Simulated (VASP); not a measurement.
VASP 6.6.1, GW calculation on PBE orbitals, MgS (rocksalt)

INCAR, step 1 (ground state)

```
NELM = 120
SIGMA = 0.01
LWAVE = .TRUE.
PREC = Accurate
GGA = PE
LASPH = .TRUE.
EDIFF = 1E-7
LREAL = .FALSE.
ENCUT = 500
LCHARG = .FALSE.
ISMEAR = 0
```

INCAR, step 2 (empty bands)

```
EDIFF = 1E-7
LOPTICS = .TRUE.
LREAL = .FALSE.
ENCUT = 500
PREC = Accurate
LASPH = .TRUE.
GGA = PE
ISMEAR = 0
ISTART = 1
NBANDS = 268
LWAVE = .TRUE.
ALGO = Exact
SIGMA = 0.01
LCHARG = .FALSE.
NELM = 1
```

INCAR, step 3 (GW)

```
ENCUTGWSOFT = 220
ENCUTGW = 220
NOMEGA = 64
EDIFF = 1E-7
LWAVE = .FALSE.
NELMGW = 1
PREC = Accurate
LREAL = .FALSE.
PRECFOCK = Fast
ISTART = 1
NBANDS = 268
ISMEAR = 0
SIGMA = 0.01
NBANDSGW = 16
NELM = 120
GGA = PE
ENCUT = 500
LCHARG = .FALSE.
ALGO = EVGW0
LASPH = .TRUE.
```

KPOINTS

```
KPOINTS created by Atomic Simulation Environment
0
Gamma
6 6 6
0 0 0
```

POSCAR

```
Mg S
 1.0000000000000000
     0.0000000000000000    2.6015179371121850    2.6015179371121850
     2.6015179371121850   -0.0000000000000000    2.6015179371121850
     2.6015179371121850    2.6015179371121850   -0.0000000000000000
 Mg  S
   1   1
Cartesian
 -0.0000000000000000 -0.0000000000000000  0.0000000000000000
  2.6015179371121850  2.6015179371121850  2.6015179371121850
```

VASP ran with the GW set of PAW datasets (16 valence electrons in the cell).

Command

```
mpirun -np 1 vasp_std
```

From OUTCAR

```
k-points           NKPTS =     16   k-points in BZ     NKDIM =    216   number of bands    NBANDS=    268

   NELECT =      16.0000    total number of electrons

   dimension x,y,z NGX =    28 NGY =   28 NGZ =   28
   dimension x,y,z NGXF=    56 NGYF=   56 NGZF=   56

  energy-cutoff  :      500.00
  volume of cell :       35.21
      direct lattice vectors                 reciprocal lattice vectors
     0.000000000  2.601517937  2.601517937    -0.192195484  0.192195484  0.192195484
     2.601517937  0.000000000  2.601517937     0.192195484 -0.192195484  0.192195484
     2.601517937  2.601517937  0.000000000     0.192195484  0.192195484 -0.192195484

 k-points in reciprocal lattice and weights: KPOINTS created by Atomic Simulation Env
   0.00000000  0.00000000  0.00000000       0.005
   0.16666667  0.00000000  0.00000000       0.037
   0.33333333  0.00000000  0.00000000       0.037
   0.50000000  0.00000000  0.00000000       0.019
   0.16666667  0.16666667  0.00000000       0.028
   0.33333333  0.16666667  0.00000000       0.111
   0.50000000  0.16666667  0.00000000       0.111
  -0.33333333  0.16666667  0.00000000       0.111
   ...

 QP shifts <psi_nk| G(iteration)W_0 |psi_nk>: iteration 1
 for sc-GW calculations column KS-energies equals QP-energies in previous step
 and V_xc(KS)=  KS-energies - (<T + V_ion + V_H > + <T+V_H+V_ion>^1  + <V_x>^1)

 k-point   1 :       0.0000    0.0000    0.0000
  band No.  KS-energies  QP-energies   sigma(KS)   V_xc(KS)     V^pw_x(r,r')   Z            occupation Imag(sigma)

      1     -70.6497     -80.0958     -46.7247     -33.7306     -56.4310       0.7269       2.0000       0.6899
      2     -37.4049     -43.1278     -40.7003     -33.1147     -48.5223       0.7544       2.0000       0.4320
      3     -37.4049     -43.1278     -40.7003     -33.1147     -48.5223       0.7544       2.0000       0.4320
      4     -37.4049     -43.1278     -40.7003     -33.1147     -48.5223       0.7544       2.0000       0.4320
      5      -8.6133      -9.8118     -14.4476     -12.7664     -21.0362       0.7129       2.0000       1.8652
      6       4.0553       2.9239     -14.9057     -13.4408     -16.3084       0.7723       2.0000       0.2043
      7       4.0553       2.9239     -14.9057     -13.4408     -16.3084       0.7723       2.0000       0.2043
      8       4.0553       2.9239     -14.9057     -13.4408     -16.3084       0.7723       2.0000       0.2043
      9       7.7723       8.1927     -10.4736     -10.9992      -6.4768       0.7999       0.0000      -0.2250
     10      11.9716      12.5040      -8.8333      -9.5023      -4.4325       0.7958       0.0000      -0.2984
     11      11.9716      12.5040      -8.8333      -9.5023      -4.4325       0.7958       0.0000      -0.2984
     12      11.9716      12.5040      -8.8333      -9.5023      -4.4325       0.7958       0.0000      -0.2984
     13      14.3213      15.0274      -9.8107     -10.7126      -4.8514       0.7829       0.0000      -0.4190
     14      14.3213      15.0274      -9.8107     -10.7126      -4.8514       0.7829       0.0000      -0.4190
     15      16.5972      16.7231      -7.1173      -7.2769      -1.8489       0.7890       0.0000      -0.6289
     16      17.3187      17.9271      -9.6803     -10.4532      -3.9535       0.7872       0.0000      -0.8151

 k-point   2 :       0.1667    0.0000    0.0000
  band No.  KS-energies  QP-energies   sigma(KS)   V_xc(KS)     V^pw_x(r,r')   Z            occupation Imag(sigma)

      1     -70.6507     -80.0597     -46.7245     -33.7314     -56.4313       0.7242       2.0000       0.6900
      2     -37.4057     -43.1214     -40.6985     -33.1128     -48.5199       0.7535       2.0000       0.4322
      3     -37.4057     -43.1214     -40.6985     -33.1128     -48.5199       0.7535       2.0000       0.4322
      4     -37.4057     -43.1214     -40.6985     -33.1128     -48.5199       0.7535       2.0000       0.4322
      5      -8.3483      -9.5284     -14.5478     -12.8964     -21.0701       0.7146       2.0000       1.8053
      6       2.4277       1.2532     -13.9981     -12.4615     -15.7482       0.7644       2.0000       0.2594
      7       3.8861       2.7420     -14.7794     -13.2959     -16.2249       0.7711       2.0000       0.2094
      8       3.8861       2.7420     -14.7794     -13.2959     -16.2249       0.7711       2.0000       0.2094
      9       8.8683       9.3036     -10.4559     -11.0033      -6.3573       0.7953       0.0000      -0.2428
     10      11.6893      12.1864      -9.4245     -10.0524      -4.9568       0.7916       0.0000      -0.3106
     11      12.2351      12.8088      -9.1858      -9.9097      -4.6846       0.7924       0.0000      -0.3198
     12      12.2351      12.8088      -9.1858      -9.9097      -4.6846       0.7924       0.0000      -0.3198
     13      13.6558      14.3079      -9.5894     -10.4198      -4.7227       0.7852       0.0000      -0.4033
     14      13.6558      14.3079      -9.5894     -10.4198      -4.7227       0.7852       0.0000      -0.4033
     15      16.5244      17.0238      -9.1668      -9.8045      -3.5872       0.7832       0.0000      -0.6927
     16      19.0005      19.2775      -7.8280      -8.1764      -2.2573       0.7952       0.0000      -0.8150

 k-point   3 :       0.3333    0.0000    0.0000
  band No.  KS-energies  QP-energies   sigma(KS)   V_xc(KS)     V^pw_x(r,r')   Z            occupation Imag(sigma)

      1     -70.6492     -80.0817     -46.7228     -33.7310     -56.4293       0.7260       2.0000       0.6897
      2     -37.4100     -43.0420     -40.7011     -33.1001     -48.5189       0.7410       2.0000       0.4340
      3     -37.4057     -43.1210     -40.6899     -33.1129     -48.5114       0.7543       2.0000       0.4319
      4     -37.4057     -43.1210     -40.6899     -33.1129     -48.5114       0.7543       2.0000       0.4319
      5      -7.7093      -8.8365     -14.8610     -13.2785     -21.2225       0.7123       2.0000       1.6656
      6       0.2162      -1.0823     -13.2704     -11.5424     -15.8219       0.7514       2.0000       0.4039
      7       3.5933       2.4262     -14.5999     -13.0807     -16.1294       0.7682       2.0000       0.2195
      8       3.5933       2.4262     -14.5999     -13.0807     -16.1294       0.7682       2.0000       0.2195
      9       8.8366       9.2507      -9.3112      -9.8264      -5.3394       0.8038       0.0000      -0.2370
     10      11.3769      12.0009      -9.5957     -10.3819      -5.2111       0.7937       0.0000      -0.3048
     11      11.3769      12.0009      -9.5957     -10.3819      -5.2111       0.7937       0.0000      -0.3048
     12      13.3977      14.0384     -11.3021     -12.1350      -6.0546       0.7691       0.0000      -0.4507
     13      15.4939      16.1199      -9.5360     -10.3370      -4.3031       0.7815       0.0000      -0.5088
     14      15.4939      16.1199      -9.5360     -10.3370      -4.3031       0.7815       0.0000      -0.5088
     15      15.6333      16.0203      -8.5215      -9.0153      -3.1163       0.7836       0.0000      -0.6027
     16      22.8357      23.5048      -9.4697     -10.3115      -3.1567       0.7949       0.0000      -1.2211

 ...
```

The PBE gap on the mesh is 2.78 eV and the G₀W₀ gap on the mesh is 4.38 eV.

These GW values are short of the basis and mesh limit.

The run (its last step) took about 24 min on one core of a shared host (Intel Xeon Platinum 8488C) and held 1.4 GiB at most.
